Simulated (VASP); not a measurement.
CdSe, 2 atoms in the cell. Symmetry: F-43m, No. 216, cubic system. The conventional cell has a = 6.197 Å, b = 6.197 Å, c = 6.197 Å, α = 90.00°, β = 90.00°, γ = 90.00°. Cd (site symmetry -43m) has 4 Se at 2.68 Å as nearest neighbours. Se (site symmetry -43m) is surrounded by 4 Cd at 2.68 Å. Measurements of this composition are mostly on another form, of space group No. 186.

- Program: VASP 6.6.1
- Task: relaxation of cell and atoms
- Functional: PBEsol
- Potentials or basis: VASP PAW PBE potentials, release 64 (Cd, Se)
- Cutoff: 600 eV
- k mesh: 10 × 10 × 10
- Occupations: gaussian, width 0.02 eV
- Spin: no spin polarisation
- Dipole correction: no
- Further INCAR settings: ALGO = Normal; EDIFF = 1e-06; IBRION = 2; EDIFFG = -0.005; NSW = 70; ISIF = 3

Potentials or basis: VASP PAW PBE potentials, release 64 (Cd, Se).

Launch:

```console
$ cat potpaw_PBE.64/Cd/POTCAR potpaw_PBE.64/Se/POTCAR > POTCAR
$ mpirun -np 1 vasp_std > vasp.out
```

Hardware: 1 thread of Intel(R) Xeon(R) Platinum 8375C CPU @ 2.90GHz (Ice Lake), on a shared host.

How long does it take, and how much memory?

Wall time 2.3 min on 1 thread of Intel(R) Xeon(R) Platinum 8375C CPU @ 2.90GHz (Ice Lake) (shared host), peak memory 0.24 GiB. Counts: scf iterations 28, k points 47, ion steps 3.
